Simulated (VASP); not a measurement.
Runs of VASP 6.6.1 on CdS (Greenockite). It takes space group P6_3mc (No. 186, hexagonal). The conventional cell has a = 4.129 Å, b = 4.129 Å, c = 6.732 Å, α = 90.00°, β = 90.00°, γ = 120.00°. Cd (site symmetry 3m) is surrounded by 4 S at 2.53 Å. Around S (site symmetry 3m) lie 4 Cd at 2.53 Å. 

| task | level | potentials or basis | spin | cell | k mesh | cutoff (eV) | monkhorst-Pack mesh | gap on the mesh (eV) | pressure (GPa) |
| --- | --- | --- | --- | --- | --- | --- | --- | --- | --- |
| relaxation of cell and atoms | PBEsol | VASP PAW PBE potentials, release 64 (Cd, S) | off | relaxed | 9 × 9 × 4 | 600 | - | 1.08 | 0.0 |
| band structure | LDA | VASP PAW LDA potentials, release 64 (Cd, S) | off | as given | 9 × 9 × 4 | 520 | - | (b) | -2.1 |
| band structure | r2SCAN | VASP PAW PBE potentials, release 64 (Cd, S) | off | as given | 9 × 9 × 4 | 520 | - | (a) | 1.7 |
| band structure | TB-mBJ | VASP PAW PBE potentials, release 64 (Cd, S) | off | as given | 9 × 9 × 4 | 520 | - | 2.73 | - |
| optical spectrum | PBE | VASP PAW PBE potentials, release 64 (Cd, S) | off | as given | 9 × 9 × 4 | 520 | - | 1.22 | 3.1 |
| band structure | PBE | VASP PAW PBE potentials, release 64 (Cd, S) | off | as given | 9 × 9 × 4 | 520 | - | 1.22 | 3.1 |
| dielectric tensor | PBE | VASP PAW PBE potentials, release 64 (Cd, S) | off | as given | 12 × 12 × 7 | 520 | no | 1.22 | - |
| band structure | PBE | VASP PAW PBE potentials, release 64 (Cd, S) | SOC, no magnetisation | as given | 6 × 6 × 3 | 520 | - | - | 3.1 |

Alike in all rows: smearing gaussian 0.03 eV.

Estimate the missing entries.

(a) 1.68; (b) 0.96.

Caveats: the PAW data sets were made with another functional, which shifts forces and pressure a little (some runs); spectra need much finer meshes, so this one isn't converged (some runs); independent-particle spectra lack excitons (some runs); an odd mesh through Γ misses points on the zone boundary, where band edges often lie (some runs).

A k mesh can miss the band edges, and rows without SOC leave out spin-orbit coupling on Cd.
